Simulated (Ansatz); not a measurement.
**MgS (Niningerite) under changes of volume**

One of the cells (17.609 Å³/atom); the others are scaled copies at fixed shape and fractional positions:

```xyz
2
Lattice="0.0000 2.6016 2.6016 2.6016 0.0000 2.6016 2.6016 2.6016 0.0000" Properties=species:S:1:pos:R:3 pbc="T T T"
S     2.6016    2.6016    2.6016
Mg    0.0000    0.0000    0.0000
```

| Quantity | Value |
| --- | --- |
| Program | Ansatz 0.2.0 |
| Functional | HSE06 |
| Potentials or basis | Ansatz PAW |
| Cutoff | 420 eV (not typed: the program's choice for these potentials) |
| k mesh | 6 × 6 × 6 |
| Occupations | fermi-dirac, width 0.05 eV |
| Spin | no spin polarisation |

```tsv
volume (Å³/atom)	energy over the lowest point (meV/atom)	pressure (GPa)	gap on the mesh (eV)
16.553	14.56	5.1	3.95
16.905	5.61	3.1	3.90
17.257	0.89	1.2	3.85
17.609	0.00	-0.4	3.80
17.962	2.55	-1.9	3.76
18.314	?	?	?
18.666	16.72	-4.5	3.66
```

What does the run at 18.314 Å³/atom give?

Energy over the lowest point 8.23 meV/atom; pressure -3.2 GPa; gap on the mesh 3.71 eV.

Worked out: A Birch-Murnaghan fit of order 3 (a polynomial in V^(-2/3)) to the other rows has its minimum at 17.52 Å³/atom with B0 = V·E''(V) = 80 GPa and B' = 4.1. It gives 8.23 meV/atom at 18.314 Å³/atom, against the run's 8.23, and -dE/dV = -3.2 GPa, against -3.2. A straight line through the other rows of the gap, of slope -2.4 eV per unit of ln V, gives 3.71 eV, against the run's 3.71.

Energies are extrapolated to zero smearing.

Caveats: the PAW data sets come from PBE, with cores solved anew for the run's functional, which leaves a small shift of forces and pressure; the thresholds are loose for stress.

A mesh can miss the band edges.
